**Q:** Here are five calculations of the same MoS₂ crystal, in the same cell and with the same functional, and they disagree about the pressure. How large is the disagreement, and is there a pattern in it?

Plane-wave DFT calculations of MoS₂ (P6₃/mmc, 6 atoms) in one fixed cell with unrelaxed atoms, using PBE without dispersion correction, spin polarisation or spin–orbit coupling. All runs use a 10×10×3 k mesh and Fermi–Dirac occupations with a width of 0.05 eV. The basis column gives the plane-wave cutoff; pressure is positive in compression and has no Pulay correction.

```csv
program,potentials,basis,pressure (GPa),largest force (eV/Å),pressure less the median of the rows (GPa)
VASP,"VASP PAW PBE potentials, recommended",520 eV,1.850,0.078,-0.120
Quantum ESPRESSO,SSSP 1.3 efficiency PBE,816 eV,1.910,0.066,-0.060
Ansatz,Ansatz PAW,420 eV,1.970,0.065,0.000
Ansatz,Ansatz PAW accurate,640 eV,2.010,0.064,0.040
Quantum ESPRESSO,SG15 PBE 1.2,952 eV,2.150,0.040,0.180
```

**A:** Two sizes are worth remembering. The crystal is under a pressure of about 2 GPa in every row, while the rows differ among themselves by a few tenths of a GPa, or 15 % of the median. There is also a pattern. Down the table the pressure rises at each step, and the largest force on an atom falls at each step.

**Q:** Why is there any pressure at all? Nobody is squeezing the crystal.

**A:** The calculation is squeezing it, because the cell is held fixed. PBE without a dispersion term lacks most of the attraction between neighbouring MoS₂ layers, and it also makes each layer slightly too wide. A crystal described in this way wants to be larger than the real one. Held in a cell of roughly the measured size, it pushes outwards, and the positive pressure is that push. This behaviour comes from the functional and is common to all five rows, so it accounts for the 2 GPa but not for their order.

**Q:** Then the order must come from the programs.

**A:** Compare the two Quantum ESPRESSO rows. They differ by 0.24 GPa, which is most of the full spread of 0.30 GPa, although the program is the same. What changes between them is the set of potentials, and the cutoffs along with it. The electronic state is not what changes: the band gap stays between 0.93 and 0.94 eV in all five rows.

**Q:** How can a potential alter the pressure if it leaves the gap alone?

**A:** A potential of this kind replaces the nucleus and the inner electrons by something smoother, and each set is constructed differently. Two good sets can therefore prefer slightly different Mo–S bond lengths. Think of the bond as a stiff spring. If a potential prefers a longer bond than the fixed cell allows, the spring pushes its two ends apart, and the crystal reports a higher pressure. That the sets differ mainly in this way is my proposal, and we can see how far it carries.

**Q:** The same push should act on the atoms. Would the forces not rise together with the pressure?

**A:** That depends on where the force points to begin with. Molybdenum lies in the middle of the layer with sulphur on both sides, so the pushes on it cancel. Each sulphur has molybdenum on one side only, so a longer preferred bond drives it outwards, away from the molybdenum plane. If the sulphur was already being pressed inwards, this extra push reduces the total force. The next layer, which repels at this spacing, can supply such an inward pressure.

**Q:** So you need the force to point towards molybdenum.

**A:** Yes, and I deduce that direction from the trend, since the column holds only the size of the force. With an outward force, a longer preferred bond would have raised both columns together. They move in opposite directions, so within this picture the force must point inwards.

**Q:** Can the size of the effect be worked out?

**A:** It can, once the change in force is known, because geometry ties the pressure to the force. Let $f$ be the extra push along each bond, $d$ the bond length, $h$ the height of sulphur above the molybdenum plane and $V$ the volume of the cell. Each sulphur has three bonds. Their sideways parts cancel and their upright parts add, so the force on sulphur changes by

$$\Delta F = 3f\,\frac{h}{d}.$$

For the pressure, enlarge the whole crystal by a small fraction $\varepsilon$ in every direction. Each of the 12 bonds in the cell grows by $d\varepsilon$ and gives up the work $f d\varepsilon$, while the volume grows by $3V\varepsilon$. Pressure is work per added volume, so it changes by $\Delta P = 12fd/(3V) = 4fd/V$. Eliminating the unknown push $f$ leaves

$$\Delta P = \frac{4d^2}{3hV}\,\Delta F.$$

**Q:** Please put in the two ends of the table, VASP and SG15.

**A:** The geometry is the same for both: $d = 2.408$ Å, $h = 1.566$ Å and $V = 6 \times 17.86 = 107.2$ Å³. The factor in front of $\Delta F$ is then 0.046 Å⁻².

The force falls from 0.078 to 0.040 eV/Å, so $\Delta F = 0.038$ eV/Å. Multiplying by the factor gives 0.00175 eV/Å³, and since 1 eV/Å³ is about 160 GPa, the expected rise in pressure is 0.28 GPa. The calculated rise is 0.30 GPa. In this model, a change of 0.01 eV/Å in the force on sulphur goes with somewhat less than 0.1 GPa.

**Q:** That is one number agreeing with another. Could a different kind of push do as well?

**A:** The direction of the stress offers a sharper test. The force on sulphur acts across the layers, so it is bound to be tied to the stress in that direction. A push along slanted bonds must also raise the stress within the layers, by an amount that the slant fixes. From VASP to SG15 this in-plane stress should rise by 0.24 GPa, and it rises by 0.25 GPa. A push that acted only across the layers would have left it unchanged. Across the layers the match is looser: the model gives a rise of 0.36 GPa, and the calculated rise is 0.41 GPa.

**Q:** So the whole column is explained by the bond length?

**A:** No. At best the bond length accounts for the large difference between the two ends. Between the two Quantum ESPRESSO rows the match is less close, and the model gives 0.19 of the 0.24 GPa. Look at the three rows in the middle. Their forces are almost equal, from 0.064 to 0.066 eV/Å, yet their pressures run from 1.91 to 2.01 GPa. The bond picture turns that small difference in force into less than 0.02 GPa, so most of the 0.10 GPa between these rows has another origin.

**Q:** Is any of it simply the basis?

**A:** Between the two Ansatz rows, about half of it is. When a cell expands with a fixed set of plane waves, the waves stretch and describe the electrons a little less well. The energy then rises for a reason that has nothing to do with the crystal, and the pressure comes out too low. The Pulay correction repairs this error, which is larger at the lower cutoff. The pressures in the table are without it, and putting it back shrinks the gap between the two rows from 0.037 to 0.021 GPa. These runs do not explain what remains of that gap, nor the step from the SSSP row to the first Ansatz row.

**Q:** Does the same error explain why SG15 lies so high?

**A:** An error in the SG15 row itself cannot, since an incomplete basis of this kind lowers the pressure. The other rows could be lowered more, and no correction is given for VASP or Quantum ESPRESSO. In the Ansatz rows, though, the correction is at most about 0.02 GPa, so the potentials remain the likely source of most of the difference. The two Quantum ESPRESSO sets treat the same number of electrons explicitly, 14 for molybdenum and 6 for sulphur, so the difference would lie in how the cores are represented and not in which electrons were frozen. A direct test would be to let the atoms and the cell relax with each set. SG15 should then give a longer Mo–S bond than the VASP potentials do.

**Q:** Four rows lie within 0.16 GPa of each other and SG15 stands apart. Is SG15 then the wrong one?

**A:** Agreement among the other four does not settle that. The last column measures distance from the median, which here is just the pressure of the middle row. Judging accuracy would take a calculation that keeps all the electrons and is converged in its own basis.

**Q:** What should I do with this in practice, if I want to know how much pressure it takes to bring the layers closer together, say?

**A:** Keep one set of potentials and one cutoff for all the structures you compare. Most of the preference for a longer or shorter bond then enters every structure alike and largely drops out of the differences. If you mix sets, a shift of up to 0.3 GPa, as between the ends of this table, may reflect the potentials and not the material. The 2 GPa common to all rows is a separate matter: it belongs to the functional and the fixed cell, and a change of potentials will not remove it. For questions about the spacing of the layers, begin with a method that includes dispersion.
